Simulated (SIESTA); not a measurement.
# CdS (Hawleyite) under changes of volume

One of the cells (25.304 Å³/atom); the others are scaled copies at fixed shape and fractional positions:

```
Cd S
1.0
     0.00000    2.93582    2.93582
     2.93582    0.00000    2.93582
     2.93582    2.93582    0.00000
Cd S
1 1
Direct
  0.00000 0.00000 0.00000
  0.75000 0.75000 0.75000
```

```yaml
Program: SIESTA 5.4.2
Functional: PBE
Potentials_or_basis: PseudoDojo 0.4 standard (PBE files)
Basis: DZP (energy shift 0.002 Ry)
Grid_cutoff: 800 Ry
Energy_shift: 0.002 Ry
k_mesh: 8 × 8 × 8
Occupations: fermi-dirac, width 0.05 eV
Spin: no spin polarisation
```

```tsv
volume (Å³/atom)	energy over the lowest point (meV/atom)	pressure (GPa)	gap on the mesh (eV)
23.319	73.57	8.7	1.55
23.815	49.50	6.9	1.50
24.312	30.69	5.3	1.45
25.304	7.44	2.4	1.34
25.800	?	?	?
26.296	0.00	0.1	1.23
```

Q: What does the run at 25.800 Å³/atom give?

A: Energy over the lowest point 1.90 meV/atom; pressure 1.2 GPa; gap on the mesh 1.29 eV.

Worked out: A Birch-Murnaghan fit of order 3 (a polynomial in V^(-2/3)) to the other rows has its minimum at 26.34 Å³/atom, just outside them, with B0 = V·E''(V) = 55 GPa and B' = 4.4. It gives 1.93 meV/atom at 25.800 Å³/atom, against the run's 1.90, and -dE/dV = 1.2 GPa, against 1.2. A straight line through the other rows of the gap, of slope -2.67 eV per unit of ln V (its deformation potential), gives 1.29 eV, against the run's 1.29.

Energies are extrapolated to zero smearing.

Caveats: semicore shells carry a single zeta, which can move pressures by several GPa and volumes by a few percent; the basis of atomic orbitals isn't converged, which shifts pressures, moduli and gaps.

A mesh can miss the band edges. Spin-orbit coupling on Cd is left out.
